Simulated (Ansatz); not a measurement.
One input, then a changed one: CdTe (CsCl type)

First run: DFT, PBE, all-electron PAW with datasets made for the crystal, scalar-relativistic (Ansatz 0.2.0).

Command: `ansatz run input.yaml --threads 1 --pin off --max-ram 2048MiB --backend cpu --events-out ev --progress --plain --runs-dir out` It took 3.8 s on 1 thread of Intel(R) Xeon(R) 6975P-C (Granite Rapids), with other jobs on the host, peak memory 0.5 GiB.

```yaml
crystal:
  lattice:
    - [3.7856946592, 0.0, 0.0]
    - [0.0, 3.7856946592, 0.0]
    - [0.0, 0.0, 3.7856946592]
  atoms:
    - { symbol: Cd, position: [0.0, 0.0, 0.0] }
    - { symbol: Te, position: [0.5, 0.5, 0.5] }
kpoints:
  mp_grid: { grid: [11, 11, 11] }
scf:
  occupations: { method: fermi_dirac, width: 0.05 }
hamiltonian:
  xc: pbe
  pseudopotentials: { kind: all_electron, datasets: crystal }
output:
  forces: true
  stress: true
  eigenvalues: true
```

The cell comes from a relaxation on PAW files under the same functional, begun from a prototype that needn't be the stable phase.

This run: the series' base cell.

It converges in 8 SCF iterations at a pressure of 0.02 GPa.

A second input differs as follows:

```diff
   occupations: { method: fermi_dirac, width: 0.05 }
+  max_iter: 100
 hamiltonian:
   eigenvalues: true
+total_charge: 10
```

Question: What is wrong with it, and what does the program do?

Answer: The change was made to test a charge that the system can't hold. The run converges in 22 SCF iterations at a pressure of -26.8 GPa. A charged periodic cell stands on a neutralising background, which shapes its energy and pressure. Compare each number with the sound run's before taking it for a property of the system. The log ends:
```
      -26.777143       0.000000       0.000000
        0.000000     -26.777143       0.000000
       -0.000000       0.000000     -26.777143
  P = ⅓ Tr σ = -26.7771 GPa (-267.771 kbar)
  It holds what live shells' own plane waves past their cutoff add
--- Band table (eV; the first three rows and the last of 56) ---
  k-point 0: bands = ["-0.3327", "-0.3327", "-0.2928", "-0.2928", "-0.2928", "0.1425", "12.6356"]
  k-point 1: bands = ["-0.3325", "-0.3282", "-0.2949", "-0.2949", "-0.2927", "0.1684", "12.1210"]
  k-point 2: bands = ["-0.3318", "-0.3162", "-0.3005", "-0.3005", "-0.2923", "0.2397", "11.3144"]
  k-point 55: bands = ["-0.3551", "-0.3460", "-0.3460", "-0.2420", "-0.2420", "1.0432", "11.6043"]
```
